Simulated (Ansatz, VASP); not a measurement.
# InAs in two plane-wave programs, part 2 of 3

Aim: how closely do two programs agree when they are given the same cell, functional and k mesh? The structure shown is the start of the Ansatz relaxation below; VASP solves that cell, so the two are compared at the walk's first step.

VASP 6.6.1 and Ansatz 0.2.0.

So far: The starting structure; Ansatz: relaxation, r2SCAN.

## (3) VASP: single point, r2SCAN, start cell

Level of this step: r2SCAN; plane waves and PAW (As, In_d) (VASP).

The same cell, functional, mesh and smearing now go to VASP, with its own data sets.

Lines of VASP's logs that name or quote its potential files are left out, and so is its time.

INCAR

```
SYSTEM = InAs
PREC = Accurate
ENCUT = 440
EDIFF = 1E-06
NELM = 120
ISMEAR = 0
SIGMA = 0.01
LREAL = .FALSE.
ALGO = Normal
METAGGA = R2SCAN
LASPH = .TRUE.
NBANDS = 15
LORBIT = 11
LWAVE = .FALSE.
LCHARG = .FALSE.
ISIF = 2
ISYM = 2
GGA_COMPAT = .FALSE.
EFERMI = MIDGAP
LMIXTAU = .TRUE.
KPAR = 2
```

POSCAR

```
InAs
1.0
    0.0459550000      3.0998790000      3.0207860000
    3.0998790000      0.0459550000      3.0207860000
    3.1458340000      3.1458340000      0.0000000000
As In
1 1
Direct
    0.7515984250      0.7515984250      0.7483853630
    0.9984015750      0.9984015750      0.0015822130
```

KPOINTS

```
Points of the shifted mesh
1728
Reciprocal
 0.0416666667  0.0416666667  0.0416666667 1
 0.0416666667  0.0416666667  0.1250000000 1
 0.0416666667  0.0416666667  0.2083333333 1
 0.0416666667  0.0416666667  0.2916666667 1
 0.0416666667  0.0416666667  0.3750000000 1
 0.0416666667  0.0416666667  0.4583333333 1
 0.0416666667  0.0416666667  0.5416666667 1
 0.0416666667  0.0416666667  0.6250000000 1
 0.0416666667  0.0416666667  0.7083333333 1
 0.0416666667  0.0416666667  0.7916666667 1
 0.0416666667  0.0416666667  0.8750000000 1
 0.0416666667  0.0416666667  0.9583333333 1
 0.0416666667  0.1250000000  0.0416666667 1
 0.0416666667  0.1250000000  0.1250000000 1
 0.0416666667  0.1250000000  0.2083333333 1
 0.0416666667  0.1250000000  0.2916666667 1
 0.0416666667  0.1250000000  0.3750000000 1
 0.0416666667  0.1250000000  0.4583333333 1
 0.0416666667  0.1250000000  0.5416666667 1
 0.0416666667  0.1250000000  0.6250000000 1
 0.0416666667  0.1250000000  0.7083333333 1
 0.0416666667  0.1250000000  0.7916666667 1
 0.0416666667  0.1250000000  0.8750000000 1
 0.0416666667  0.1250000000  0.9583333333 1
 0.0416666667  0.2083333333  0.0416666667 1
 0.0416666667  0.2083333333  0.1250000000 1
 0.0416666667  0.2083333333  0.2083333333 1
 0.0416666667  0.2083333333  0.2916666667 1
 0.0416666667  0.2083333333  0.3750000000 1
 0.0416666667  0.2083333333  0.4583333333 1
 0.0416666667  0.2083333333  0.5416666667 1
 0.0416666667  0.2083333333  0.6250000000 1
 0.0416666667  0.2083333333  0.7083333333 1
 0.0416666667  0.2083333333  0.7916666667 1
 0.0416666667  0.2083333333  0.8750000000 1
 0.0416666667  0.2083333333  0.9583333333 1
 0.0416666667  0.2916666667  0.0416666667 1
 0.0416666667  0.2916666667  0.1250000000 1
 0.0416666667  0.2916666667  0.2083333333 1
 0.0416666667  0.2916666667  0.2916666667 1
 0.0416666667  0.2916666667  0.3750000000 1
 0.0416666667  0.2916666667  0.4583333333 1
 0.0416666667  0.2916666667  0.5416666667 1
 0.0416666667  0.2916666667  0.6250000000 1
 0.0416666667  0.2916666667  0.7083333333 1
 0.0416666667  0.2916666667  0.7916666667 1
 0.0416666667  0.2916666667  0.8750000000 1
 0.0416666667  0.2916666667  0.9583333333 1
 0.0416666667  0.3750000000  0.0416666667 1
 0.0416666667  0.3750000000  0.1250000000 1
 0.0416666667  0.3750000000  0.2083333333 1
 0.0416666667  0.3750000000  0.2916666667 1
 0.0416666667  0.3750000000  0.3750000000 1
 0.0416666667  0.3750000000  0.4583333333 1
 0.0416666667  0.3750000000  0.5416666667 1
 0.0416666667  0.3750000000  0.6250000000 1
 0.0416666667  0.3750000000  0.7083333333 1
 0.0416666667  0.3750000000  0.7916666667 1
 0.0416666667  0.3750000000  0.8750000000 1
 0.0416666667  0.3750000000  0.9583333333 1
 0.0416666667  0.4583333333  0.0416666667 1
 0.0416666667  0.4583333333  0.1250000000 1
 0.0416666667  0.4583333333  0.2083333333 1
 0.0416666667  0.4583333333  0.2916666667 1
 0.0416666667  0.4583333333  0.3750000000 1
 0.0416666667  0.4583333333  0.4583333333 1
 0.0416666667  0.4583333333  0.5416666667 1
 0.0416666667  0.4583333333  0.6250000000 1
 0.0416666667  0.4583333333  0.7083333333 1
 0.0416666667  0.4583333333  0.7916666667 1
 0.0416666667  0.4583333333  0.8750000000 1
 0.0416666667  0.4583333333  0.9583333333 1
 0.0416666667  0.5416666667  0.0416666667 1
 0.0416666667  0.5416666667  0.1250000000 1
 0.0416666667  0.5416666667  0.2083333333 1
 0.0416666667  0.5416666667  0.2916666667 1
 0.0416666667  0.5416666667  0.3750000000 1
 0.0416666667  0.5416666667  0.4583333333 1
 0.0416666667  0.5416666667  0.5416666667 1
 0.0416666667  0.5416666667  0.6250000000 1
 0.0416666667  0.5416666667  0.7083333333 1
 0.0416666667  0.5416666667  0.7916666667 1
 0.0416666667  0.5416666667  0.8750000000 1
 0.0416666667  0.5416666667  0.9583333333 1
 0.0416666667  0.6250000000  0.0416666667 1
 0.0416666667  0.6250000000  0.1250000000 1
 0.0416666667  0.6250000000  0.2083333333 1
 0.0416666667  0.6250000000  0.2916666667 1
 0.0416666667  0.6250000000  0.3750000000 1
 0.0416666667  0.6250000000  0.4583333333 1
 0.0416666667  0.6250000000  0.5416666667 1
 0.0416666667  0.6250000000  0.6250000000 1
 0.0416666667  0.6250000000  0.7083333333 1
 0.0416666667  0.6250000000  0.7916666667 1
 0.0416666667  0.6250000000  0.8750000000 1
 0.0416666667  0.6250000000  0.9583333333 1
 0.0416666667  0.7083333333  0.0416666667 1
 0.0416666667  0.7083333333  0.1250000000 1
 0.0416666667  0.7083333333  0.2083333333 1
 0.0416666667  0.7083333333  0.2916666667 1
 0.0416666667  0.7083333333  0.3750000000 1
 0.0416666667  0.7083333333  0.4583333333 1
 0.0416666667  0.7083333333  0.5416666667 1
 0.0416666667  0.7083333333  0.6250000000 1
 0.0416666667  0.7083333333  0.7083333333 1
 0.0416666667  0.7083333333  0.7916666667 1
 0.0416666667  0.7083333333  0.8750000000 1
 0.0416666667  0.7083333333  0.9583333333 1
 0.0416666667  0.7916666667  0.0416666667 1
 0.0416666667  0.7916666667  0.1250000000 1
 0.0416666667  0.7916666667  0.2083333333 1
 0.0416666667  0.7916666667  0.2916666667 1
[... 1390 lines left out ...]
 0.8750000000  0.4583333333  0.1250000000 1
 0.8750000000  0.4583333333  0.2083333333 1
 0.8750000000  0.4583333333  0.2916666667 1
 0.8750000000  0.4583333333  0.3750000000 1
 0.8750000000  0.4583333333  0.4583333333 1
 0.8750000000  0.4583333333  0.5416666667 1
 0.8750000000  0.4583333333  0.6250000000 1
 0.8750000000  0.4583333333  0.7083333333 1
 0.8750000000  0.4583333333  0.7916666667 1
 0.8750000000  0.4583333333  0.8750000000 1
 0.8750000000  0.4583333333  0.9583333333 1
 0.8750000000  0.5416666667  0.0416666667 1
 0.8750000000  0.5416666667  0.1250000000 1
 0.8750000000  0.5416666667  0.2083333333 1
 0.8750000000  0.5416666667  0.2916666667 1
 0.8750000000  0.5416666667  0.3750000000 1
 0.8750000000  0.5416666667  0.4583333333 1
 0.8750000000  0.5416666667  0.5416666667 1
 0.8750000000  0.5416666667  0.6250000000 1
 0.8750000000  0.5416666667  0.7083333333 1
 0.8750000000  0.5416666667  0.7916666667 1
 0.8750000000  0.5416666667  0.8750000000 1
 0.8750000000  0.5416666667  0.9583333333 1
 0.8750000000  0.6250000000  0.0416666667 1
 0.8750000000  0.6250000000  0.1250000000 1
 0.8750000000  0.6250000000  0.2083333333 1
 0.8750000000  0.6250000000  0.2916666667 1
 0.8750000000  0.6250000000  0.3750000000 1
 0.8750000000  0.6250000000  0.4583333333 1
 0.8750000000  0.6250000000  0.5416666667 1
 0.8750000000  0.6250000000  0.6250000000 1
 0.8750000000  0.6250000000  0.7083333333 1
 0.8750000000  0.6250000000  0.7916666667 1
 0.8750000000  0.6250000000  0.8750000000 1
 0.8750000000  0.6250000000  0.9583333333 1
 0.8750000000  0.7083333333  0.0416666667 1
 0.8750000000  0.7083333333  0.1250000000 1
 0.8750000000  0.7083333333  0.2083333333 1
 0.8750000000  0.7083333333  0.2916666667 1
 0.8750000000  0.7083333333  0.3750000000 1
 0.8750000000  0.7083333333  0.4583333333 1
 0.8750000000  0.7083333333  0.5416666667 1
 0.8750000000  0.7083333333  0.6250000000 1
 0.8750000000  0.7083333333  0.7083333333 1
 0.8750000000  0.7083333333  0.7916666667 1
 0.8750000000  0.7083333333  0.8750000000 1
 0.8750000000  0.7083333333  0.9583333333 1
 0.8750000000  0.7916666667  0.0416666667 1
 0.8750000000  0.7916666667  0.1250000000 1
 0.8750000000  0.7916666667  0.2083333333 1
 0.8750000000  0.7916666667  0.2916666667 1
 0.8750000000  0.7916666667  0.3750000000 1
 0.8750000000  0.7916666667  0.4583333333 1
 0.8750000000  0.7916666667  0.5416666667 1
 0.8750000000  0.7916666667  0.6250000000 1
 0.8750000000  0.7916666667  0.7083333333 1
 0.8750000000  0.7916666667  0.7916666667 1
 0.8750000000  0.7916666667  0.8750000000 1
 0.8750000000  0.7916666667  0.9583333333 1
 0.8750000000  0.8750000000  0.0416666667 1
 0.8750000000  0.8750000000  0.1250000000 1
 0.8750000000  0.8750000000  0.2083333333 1
 0.8750000000  0.8750000000  0.2916666667 1
 0.8750000000  0.8750000000  0.3750000000 1
 0.8750000000  0.8750000000  0.4583333333 1
 0.8750000000  0.8750000000  0.5416666667 1
 0.8750000000  0.8750000000  0.6250000000 1
 0.8750000000  0.8750000000  0.7083333333 1
 0.8750000000  0.8750000000  0.7916666667 1
 0.8750000000  0.8750000000  0.8750000000 1
 0.8750000000  0.8750000000  0.9583333333 1
 0.8750000000  0.9583333333  0.0416666667 1
 0.8750000000  0.9583333333  0.1250000000 1
 0.8750000000  0.9583333333  0.2083333333 1
 0.8750000000  0.9583333333  0.2916666667 1
 0.8750000000  0.9583333333  0.3750000000 1
 0.8750000000  0.9583333333  0.4583333333 1
 0.8750000000  0.9583333333  0.5416666667 1
 0.8750000000  0.9583333333  0.6250000000 1
 0.8750000000  0.9583333333  0.7083333333 1
 0.8750000000  0.9583333333  0.7916666667 1
 0.8750000000  0.9583333333  0.8750000000 1
 0.8750000000  0.9583333333  0.9583333333 1
 0.9583333333  0.0416666667  0.0416666667 1
 0.9583333333  0.0416666667  0.1250000000 1
 0.9583333333  0.0416666667  0.2083333333 1
 0.9583333333  0.0416666667  0.2916666667 1
 0.9583333333  0.0416666667  0.3750000000 1
 0.9583333333  0.0416666667  0.4583333333 1
 0.9583333333  0.0416666667  0.5416666667 1
 0.9583333333  0.0416666667  0.6250000000 1
 0.9583333333  0.0416666667  0.7083333333 1
 0.9583333333  0.0416666667  0.7916666667 1
 0.9583333333  0.0416666667  0.8750000000 1
 0.9583333333  0.0416666667  0.9583333333 1
 0.9583333333  0.1250000000  0.0416666667 1
 0.9583333333  0.1250000000  0.1250000000 1
 0.9583333333  0.1250000000  0.2083333333 1
 0.9583333333  0.1250000000  0.2916666667 1
 0.9583333333  0.1250000000  0.3750000000 1
 0.9583333333  0.1250000000  0.4583333333 1
 0.9583333333  0.1250000000  0.5416666667 1
 0.9583333333  0.1250000000  0.6250000000 1
 0.9583333333  0.1250000000  0.7083333333 1
 0.9583333333  0.1250000000  0.7916666667 1
 0.9583333333  0.1250000000  0.8750000000 1
 0.9583333333  0.1250000000  0.9583333333 1
 0.9583333333  0.2083333333  0.0416666667 1
 0.9583333333  0.2083333333  0.1250000000 1
 0.9583333333  0.2083333333  0.2083333333 1
 0.9583333333  0.2083333333  0.2916666667 1
 0.9583333333  0.2083333333  0.3750000000 1
 0.9583333333  0.2083333333  0.4583333333 1
 0.9583333333  0.2083333333  0.5416666667 1
 0.9583333333  0.2083333333  0.6250000000 1
 0.9583333333  0.2083333333  0.7083333333 1
 0.9583333333  0.2083333333  0.7916666667 1
 0.9583333333  0.2083333333  0.8750000000 1
 0.9583333333  0.2083333333  0.9583333333 1
 0.9583333333  0.2916666667  0.0416666667 1
 0.9583333333  0.2916666667  0.1250000000 1
 0.9583333333  0.2916666667  0.2083333333 1
 0.9583333333  0.2916666667  0.2916666667 1
 0.9583333333  0.2916666667  0.3750000000 1
 0.9583333333  0.2916666667  0.4583333333 1
 0.9583333333  0.2916666667  0.5416666667 1
 0.9583333333  0.2916666667  0.6250000000 1
 0.9583333333  0.2916666667  0.7083333333 1
 0.9583333333  0.2916666667  0.7916666667 1
 0.9583333333  0.2916666667  0.8750000000 1
 0.9583333333  0.2916666667  0.9583333333 1
 0.9583333333  0.3750000000  0.0416666667 1
 0.9583333333  0.3750000000  0.1250000000 1
 0.9583333333  0.3750000000  0.2083333333 1
 0.9583333333  0.3750000000  0.2916666667 1
 0.9583333333  0.3750000000  0.3750000000 1
 0.9583333333  0.3750000000  0.4583333333 1
 0.9583333333  0.3750000000  0.5416666667 1
 0.9583333333  0.3750000000  0.6250000000 1
 0.9583333333  0.3750000000  0.7083333333 1
 0.9583333333  0.3750000000  0.7916666667 1
 0.9583333333  0.3750000000  0.8750000000 1
 0.9583333333  0.3750000000  0.9583333333 1
 0.9583333333  0.4583333333  0.0416666667 1
 0.9583333333  0.4583333333  0.1250000000 1
 0.9583333333  0.4583333333  0.2083333333 1
 0.9583333333  0.4583333333  0.2916666667 1
 0.9583333333  0.4583333333  0.3750000000 1
 0.9583333333  0.4583333333  0.4583333333 1
 0.9583333333  0.4583333333  0.5416666667 1
 0.9583333333  0.4583333333  0.6250000000 1
 0.9583333333  0.4583333333  0.7083333333 1
 0.9583333333  0.4583333333  0.7916666667 1
 0.9583333333  0.4583333333  0.8750000000 1
 0.9583333333  0.4583333333  0.9583333333 1
 0.9583333333  0.5416666667  0.0416666667 1
 0.9583333333  0.5416666667  0.1250000000 1
 0.9583333333  0.5416666667  0.2083333333 1
 0.9583333333  0.5416666667  0.2916666667 1
 0.9583333333  0.5416666667  0.3750000000 1
 0.9583333333  0.5416666667  0.4583333333 1
 0.9583333333  0.5416666667  0.5416666667 1
 0.9583333333  0.5416666667  0.6250000000 1
 0.9583333333  0.5416666667  0.7083333333 1
 0.9583333333  0.5416666667  0.7916666667 1
 0.9583333333  0.5416666667  0.8750000000 1
 0.9583333333  0.5416666667  0.9583333333 1
 0.9583333333  0.6250000000  0.0416666667 1
 0.9583333333  0.6250000000  0.1250000000 1
 0.9583333333  0.6250000000  0.2083333333 1
 0.9583333333  0.6250000000  0.2916666667 1
 0.9583333333  0.6250000000  0.3750000000 1
 0.9583333333  0.6250000000  0.4583333333 1
 0.9583333333  0.6250000000  0.5416666667 1
 0.9583333333  0.6250000000  0.6250000000 1
 0.9583333333  0.6250000000  0.7083333333 1
 0.9583333333  0.6250000000  0.7916666667 1
 0.9583333333  0.6250000000  0.8750000000 1
 0.9583333333  0.6250000000  0.9583333333 1
 0.9583333333  0.7083333333  0.0416666667 1
 0.9583333333  0.7083333333  0.1250000000 1
 0.9583333333  0.7083333333  0.2083333333 1
 0.9583333333  0.7083333333  0.2916666667 1
 0.9583333333  0.7083333333  0.3750000000 1
 0.9583333333  0.7083333333  0.4583333333 1
 0.9583333333  0.7083333333  0.5416666667 1
 0.9583333333  0.7083333333  0.6250000000 1
 0.9583333333  0.7083333333  0.7083333333 1
 0.9583333333  0.7083333333  0.7916666667 1
 0.9583333333  0.7083333333  0.8750000000 1
 0.9583333333  0.7083333333  0.9583333333 1
 0.9583333333  0.7916666667  0.0416666667 1
 0.9583333333  0.7916666667  0.1250000000 1
 0.9583333333  0.7916666667  0.2083333333 1
 0.9583333333  0.7916666667  0.2916666667 1
 0.9583333333  0.7916666667  0.3750000000 1
 0.9583333333  0.7916666667  0.4583333333 1
 0.9583333333  0.7916666667  0.5416666667 1
 0.9583333333  0.7916666667  0.6250000000 1
 0.9583333333  0.7916666667  0.7083333333 1
 0.9583333333  0.7916666667  0.7916666667 1
 0.9583333333  0.7916666667  0.8750000000 1
 0.9583333333  0.7916666667  0.9583333333 1
 0.9583333333  0.8750000000  0.0416666667 1
 0.9583333333  0.8750000000  0.1250000000 1
 0.9583333333  0.8750000000  0.2083333333 1
 0.9583333333  0.8750000000  0.2916666667 1
 0.9583333333  0.8750000000  0.3750000000 1
 0.9583333333  0.8750000000  0.4583333333 1
 0.9583333333  0.8750000000  0.5416666667 1
 0.9583333333  0.8750000000  0.6250000000 1
 0.9583333333  0.8750000000  0.7083333333 1
 0.9583333333  0.8750000000  0.7916666667 1
 0.9583333333  0.8750000000  0.8750000000 1
 0.9583333333  0.8750000000  0.9583333333 1
 0.9583333333  0.9583333333  0.0416666667 1
 0.9583333333  0.9583333333  0.1250000000 1
 0.9583333333  0.9583333333  0.2083333333 1
 0.9583333333  0.9583333333  0.2916666667 1
 0.9583333333  0.9583333333  0.3750000000 1
 0.9583333333  0.9583333333  0.4583333333 1
 0.9583333333  0.9583333333  0.5416666667 1
 0.9583333333  0.9583333333  0.6250000000 1
 0.9583333333  0.9583333333  0.7083333333 1
 0.9583333333  0.9583333333  0.7916666667 1
 0.9583333333  0.9583333333  0.8750000000 1
 0.9583333333  0.9583333333  0.9583333333 1
```

The projector-augmented-wave data sets are As and In_d (PBE family, release 64).

Run with:

```console
$ mpirun -np 2 vasp_std
```

Output:

```text
[banner, memory and clock lines left out]
running    2 mpi-ranks, on    1 nodes
 distrk:  each k-point on    1 cores,    2 groups
 distr:  one band on    1 cores,    1 groups

 POSCAR found type information on POSCAR AsIn
 POSCAR found :  2 types and       2 ions
|                                                                             |
|               ----> ADVICE to this user running VASP <----                  |
|                                                                             |
|     You enforced a specific xc type in the INCAR file but a different       |
|     [... a line on the potential file left out ...]
|     I HOPE YOU KNOW WHAT YOU ARE DOING!                                     |
|                                                                             |

 LDA part: xc-table for (None), standard interpolation
 POSCAR, INCAR and KPOINTS ok, starting setup
 FFT: planning ... GRIDC
 FFT: planning ... GRID_SOFT
 FFT: planning ... GRID
 WAVECAR not read
 entering main loop
       N       E                     dE             d eps       ncg     rms          rms(c)
DAV:   1     0.773791106476E+02    0.77379E+02   -0.77708E+03 52071   0.116E+03
DAV:   2    -0.338560324072E+02   -0.11124E+03   -0.10713E+03 57048   0.288E+02
DAV:   3    -0.412507501778E+02   -0.73947E+01   -0.73565E+01 66260   0.786E+01
DAV:   4    -0.414478164238E+02   -0.19707E+00   -0.19701E+00 66523   0.143E+01
DAV:   5    -0.414565782256E+02   -0.87618E-02   -0.87616E-02 77373   0.243E+00    0.572E+00
DAV:   6    -0.380231942492E+02    0.34334E+01   -0.19936E+00 63698   0.314E+01    0.298E+00
DAV:   7    -0.379859503803E+02    0.37244E-01   -0.60891E-01 56012   0.106E+01    0.144E+00
DAV:   8    -0.380185324447E+02   -0.32582E-01   -0.37272E-01 51952   0.681E+00    0.108E+00
DAV:   9    -0.379922099999E+02    0.26322E-01   -0.21833E-02 68724   0.157E+00    0.867E-01
DAV:  10    -0.380131323107E+02   -0.20922E-01   -0.13377E-02 60021   0.136E+00    0.542E-01
DAV:  11    -0.380496505206E+02   -0.36518E-01   -0.29456E-02 52400   0.172E+00    0.213E-01
DAV:  12    -0.380485020652E+02    0.11485E-02   -0.19784E-03 60688   0.544E-01    0.221E-01
DAV:  13    -0.380461792931E+02    0.23228E-02   -0.15515E-03 56418   0.502E-01    0.108E-01
DAV:  14    -0.380488263528E+02   -0.26471E-02   -0.11069E-03 53275   0.274E-01    0.593E-02
DAV:  15    -0.380491824005E+02   -0.35605E-03   -0.11867E-04 71846   0.108E-01    0.456E-02
DAV:  16    -0.380491893536E+02   -0.69531E-05   -0.21322E-05 59848   0.379E-02    0.365E-02
DAV:  17    -0.380492701700E+02   -0.80816E-04   -0.67719E-05 55564   0.101E-01    0.122E-02
DAV:  18    -0.380492788847E+02   -0.87148E-05   -0.14816E-05 67821   0.276E-02    0.532E-03
DAV:  19    -0.380492806781E+02   -0.17934E-05   -0.23035E-06 58665   0.134E-02    0.136E-03
DAV:  20    -0.380492810710E+02   -0.39292E-06   -0.56279E-07 39990   0.693E-03
   1 F= -.38049281E+02 E0= -.38049281E+02  d E =0.000000E+00
```

[end of part 2 of 3]

[Lines on the potential files, build, host, timing and source positions are cut from VASP's logs without a mark.]

[Logs are printed without paths, hosts, clocks, repeated set-up lines and the standing remarks that a program may print on its own settings, such as how far it seeks lower states.]

[Hosts, paths, dates, database ids (printed as entryN), source tags and the programs' standing remarks are cut or masked in the printed files.]
